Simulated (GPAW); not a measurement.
Crystal: CsPbCl3.

```
CELL_PARAMETERS angstrom
5.60500 0.00000 0.00000
0.00000 5.60500 0.00000
0.00000 0.00000 5.60500
ATOMIC_POSITIONS crystal
Pb 0.50000 0.50000 0.50000
Cs 0.00000 0.00000 0.00000
Cl 0.50000 0.00000 0.50000
Cl 0.00000 0.50000 0.50000
Cl 0.50000 0.50000 0.00000
```

Base run:

| Quantity | Value |
| --- | --- |
| Program | GPAW 26.7.0 |
| Functional | SCAN |
| Potentials or basis | GPAW PAW data sets (gpaw-data 1.2.1) |
| Cutoff | 600 eV |
| Basis | pw |
| k mesh | 5 × 5 × 5 |
| Occupations | fermi-dirac, width 0.05 eV |
| Spin | no spin polarisation |

Its results: band gap on the k mesh 3.21 eV, direct.

**Question.** After a change of settings the same cell gave: band gap on the k mesh 2.93 eV, direct. Which change was it?
A. functional from SCAN to optB88-vdW
B. functional from SCAN to r2SCAN
C. functional from SCAN to TB-mBJ; potentials or basis from GPAW PAW data sets (gpaw-data 1.2.1) to GPAW PAW data sets for LDA (gpaw-data 1.2.1)
D. functional from SCAN to LDA; potentials or basis from GPAW PAW data sets (gpaw-data 1.2.1) to the program's PAW data sets (release 1.2.1) made for this functional

**Answer.** A.

Caveats: spin-orbit coupling is left out, which as a rule narrows the gap of such compounds by several tenths of an eV; an odd mesh through Γ misses points on the zone boundary, where band edges often lie.

Not every run made on this cell is shown here.
